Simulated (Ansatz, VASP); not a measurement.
**NaF: VASP beside Ansatz**

File INCAR:

```
PREC = Accurate
ENCUT = 600
EDIFF = 1E-6
ISMEAR = 0
SIGMA = 0.02
LREAL = F
LASPH = T
NELM = 100
ALGO = Normal
ISIF = 3
LWAVE = F
LCHARG = F
GGA = PE
IBRION = 2
NSW = 100
EDIFFG = -0.01
```

File KPOINTS:

```
Automatic mesh
0
Gamma
  9 9 6
```

POSCAR

```
NaF
1.0
    3.9421902262      0.0000000000      0.0000000000
   -1.9710951131      3.4140368824      0.0000000000
    0.0000000000      0.0000000000      4.6557054212
Na F
2 2
Direct
    0.3333333333      0.6666666667      0.9999998644
    0.6666666667      0.3333333333      0.4999998644
    0.6666666667      0.3333333333      0.0000001356
    0.3333333333      0.6666666667      0.5000001356
```

Input for Ansatz:

```yaml
crystal:
  lattice:
    - [3.9421902262, 0.0, 0.0]
    - [-1.9710951131, 3.4140368824, 0.0]
    - [0.0, 0.0, 4.6557054212]
  atoms:
    - { symbol: Na, position: [0.3333333333, 0.6666666667, 0.9999998644] }
    - { symbol: Na, position: [0.6666666667, 0.3333333333, 0.4999998644] }
    - { symbol: F, position: [0.6666666667, 0.3333333333, 1.356e-07] }
    - { symbol: F, position: [0.3333333333, 0.6666666667, 0.5000001356] }
basis:
  ecutwfc: 420
kpoints:
  mp_grid: { grid: [9, 9, 6] }
hamiltonian:
  xc: pbe
scf:
  occupations: { method: gaussian, width: 0.02 }
output:
  forces: true
  stress: true
  eigenvalues: true
relax:
  adjacent_minimum: "off"
  f_tol: 0.01
  max_steps: 80
  cell: { stress_tol: 0.05 }
```

Alike in both runs: task relaxation of cell and atoms; functional PBE; k mesh 9 × 9 × 6; occupations gaussian, width 0.02 eV; no spin polarisation.

|  | VASP | Ansatz |
| --- | --- | --- |
| version | VASP 6.6.1 | Ansatz 0.2.0 |
| potentials or method | VASP PAW PBE potentials, release 64 (Na_pv, F) | scalar-relativistic, plane waves, PAW |
| plane-wave cutoff (eV) | 600 | 420 |
| valence electrons in the cell | 28 | 32 |

Ansatz gave:

```
gap on the k mesh at the Fermi level, each at its own relaxed structure (eV) : 5.50
relaxed volume (Å³/atom)                                                     : 15.66
relaxed cell length with the largest relative difference (Å)                 : 4.656
```

Question: What did VASP give for the same quantities?

Answer: gap on the k mesh at the Fermi level, each at its own relaxed structure (eV): 5.49; relaxed volume (Å³/atom): 15.63; relaxed cell length with the largest relative difference (Å): 4.652.

The two sets of potentials don't hold the same shells in valence. Ansatz warned: «structure_snapped_to_symmetry».

Caveats: an odd mesh through Γ misses points on the zone boundary, where band edges often lie.
